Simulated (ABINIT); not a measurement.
The system is MgTe.

```
Te Mg
1.0
     0.00000    3.23200    3.23200
     3.23200    0.00000    3.23200
     3.23200    3.23200    0.00000
Te Mg
1 1
Direct
  0.25000 0.25000 0.25000
  0.00000 0.00000 0.00000
```

The cell comes from a database or a generator and needn't be the stable form of this composition.

```yaml
Program: ABINIT 10.8.3 (patched build)
Task: single point
Functional: PBE
Potentials_or_basis: JTH PAW PBE v2.0
Cutoff: 517 eV
k_mesh: 7 × 7 × 7
Occupations: fermi-dirac, width 0.05 eV
Spin: no spin polarisation
```

On this cell: pressure 0.6 GPa; largest force zero by symmetry; band gap on the k mesh 2.42 eV, direct.

The same run follows on a disturbed copy (atoms moved at random, drawn with an rms of 0.05 Å):

```xyz
2
Lattice="0.0000 3.2320 3.2320 3.2320 0.0000 3.2320 3.2320 3.2320 0.0000" Properties=species:S:1:pos:R:3 pbc="T T T"
Te    1.5669    1.6006    1.6141
Mg   -0.0475    0.0194   -0.0146
```

**Question.** What changes?

**Answer.** The energy moves by +1.1 meV/atom; pressure 0.7 GPa; largest force 0.157 eV/Å; band gap on the k mesh 2.38 eV, direct.

Forces in eV/Å, atoms in the order of the input:
```
Te   0.002  0.148 -0.051
Mg  -0.002 -0.148  0.051
```

Stress tensor (GPa, compression positive):
```
 0.68 -0.17  0.44
-0.17  0.66  0.01
 0.44  0.01  0.68
```

Caveats: spin-orbit coupling is left out, which moves the levels of the heavy elements.

